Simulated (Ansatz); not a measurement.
Runs of Ansatz 0.2.0 on TiO2. It takes space group P3_121 (No. 152, trigonal). The conventional cell has a = 5.582 Å, b = 5.582 Å, c = 6.082 Å, α = 90.00°, β = 90.00°, γ = 120.00°. Ti (site symmetry 2) has 4 O at 1.81 to 1.82 Å as nearest neighbours. O (site symmetry 1) has 2 Ti at 1.81 to 1.82 Å as nearest neighbours. Measurements of this composition are mostly on another form, of space group No. 141.

```tsv
task	level	U	cell	k mesh	cutoff (eV)	smearing	hubbard projectors	double counting	gap on the mesh (eV)	pressure (GPa)	relaxed volume (Å³/atom)	largest force (eV/Å)
relaxation of cell and atoms	PBE	-	relaxed	6 × 6 × 5	420	fermi-dirac 0.05 eV	-	-	3.38	0.0	(a)	-
single point	PBE	-	as given	6 × 6 × 5	250	fermi-dirac 0.05 eV	-	-	(b)	0.7	-	0.05
relaxation of cell and atoms	r2SCAN	-	relaxed	6 × 6 × 5	500	fermi-dirac 0.05 eV	-	-	4.12	0.0	17.96	0.01
relaxation of cell and atoms	PBEsol+U	Ti d U = 3 eV	relaxed	6 × 6 × 5	420	fermi-dirac 0.05 eV	ortho-atomic (the default)	fll (the default)	(c)	0.0	(d)	-
single point	PBE	-	as given	6 × 6 × 5	420	gaussian 0.015 eV	-	-	3.64	1.5	-	0.05
single point	PBE	-	as given	8 × 8 × 6	420	fermi-dirac 0.05 eV	-	-	3.57	1.4	-	0.05
relaxation of cell and atoms	BLYP+D4	-	relaxed	6 × 6 × 5	420	fermi-dirac 0.05 eV	-	-	3.51	0.0	18.95	-
```

Alike in all rows: potentials or basis Ansatz PAW; no spin polarisation.

Estimate the missing entries.

(a) 20.09; (b) 3.65; (c) 3.74; (d) 19.73.

Caveats: odd divisions of the mesh miss points on the zone boundary, where band edges often lie, so the gap on the mesh can be too wide (some runs); the plane-wave basis is chosen anew once the cell has moved, so the energies of steps on either side of that aren't comparable (some runs); the PAW data sets come from PBE, with cores solved anew for the run's functional, which leaves a small shift of forces and pressure (some runs); the pressure holds a Pulay correction of +61.3 GPa for the finite cutoff (some runs); the cutoff lies under the one recommended for these potentials (some runs).

A k mesh can miss the band edges.
